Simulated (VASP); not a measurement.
Wanted: the native input for a VASP 6.6.1 run.

| Quantity | Value |
| --- | --- |
| Task | single point |
| Functional | PBE |
| Potentials or basis | VASP PAW PBE potentials, release 64 (Hg, Te) |
| Cutoff | 520 eV |
| k mesh | 14 × 14 × 14 |
| Occupations | gaussian, width 0.15 eV |
| Spin | no spin polarisation |
| Dipole correction | no |
| Further INCAR settings | ALGO = Fast; EDIFF = 1e-06; NBANDS = 16 |

The structure of HgTe lies in POSCAR:

```
HgTe
1.0
    0.0000000000      3.2235000000      3.2235000000
    3.2235000000      0.0000000000      3.2235000000
    3.2235000000      3.2235000000      0.0000000000
Hg Te
1 1
Direct
   -0.0067164992     -0.0067164992     -0.0067164992
    0.7500000000      0.7500000000      0.7500000000
```

The cell isn't the ideal one: all Hg atoms moved +0.075 Å, as atom 1 towards its neighbour atom 2 (Te) at 2.792 Å.

One way to write it, as run:

INCAR

```
PREC = Accurate
ENCUT = 520
EDIFF = 1E-6
ISMEAR = 0
SIGMA = 0.15
LREAL = False
LASPH = True
NELM = 100
ALGO = Fast
ISIF = 2
LWAVE = False
LCHARG = True
GGA = PE
LELF = True
LVHAR = True
NBANDS = 16
```

KPOINTS

```
Automatic mesh
0
Gamma
  14 14 14
```

Potentials or basis: VASP PAW PBE potentials, release 64 (Hg, Te).

Command:

```bash
$ cat potpaw_PBE.64/Hg/POTCAR potpaw_PBE.64/Te/POTCAR > POTCAR
$ mpirun -np 1 vasp_std > vasp.out
```

It gave:

- Pressure: 4.2 GPa
- Largest force: 0.375 eV/Å
- Band gap on the k mesh: none (metal or under the smearing width)

Run time: 2.7 min on 1 thread of AMD EPYC 9R45 96-Core Processor (Zen 5), on a shared host, peak memory 0.43 GiB.
